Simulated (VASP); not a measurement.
Se, 1 atom in the cell. Symmetry: I4/mmm, No. 139, tetragonal system. The conventional cell has a = 2.606 Å, b = 2.606 Å, c = 7.020 Å, α = 90.00°, β = 90.00°, γ = 90.00°. Around Se (site symmetry 4/mmm) lie 4 Se at 2.61 Å. The cell was built by a generator and needn't be a form met in nature.

* Program: VASP 6.6.1
* Task: single point
* Functional: PBEsol
* Potentials or basis: VASP PAW PBE potentials, release 64 (Se)
* Cutoff: 520 eV
* k mesh: 8 × 8 × 8
* Occupations: gaussian, width 0.1 eV
* Spin: no spin polarisation
* Dipole correction: no
* Further INCAR settings: ALGO = Normal; EDIFF = 1e-06; NBANDS = 9

Potentials or basis: VASP PAW PBE potentials, release 64 (Se).

Launch:

```console
$ cat potpaw_PBE.64/Se/POTCAR > POTCAR
$ mpirun -np 1 vasp_std > vasp.out
```

Hardware: 1 thread of Intel(R) Xeon(R) 6975P-C (Granite Rapids), on a shared host.

Problem. How long does it take, and how much memory?

Solution. Wall time 8.8 s on 1 thread of Intel(R) Xeon(R) 6975P-C (Granite Rapids) (shared host), peak memory 0.16 GiB. Counts: scf iterations 10, k points 59.
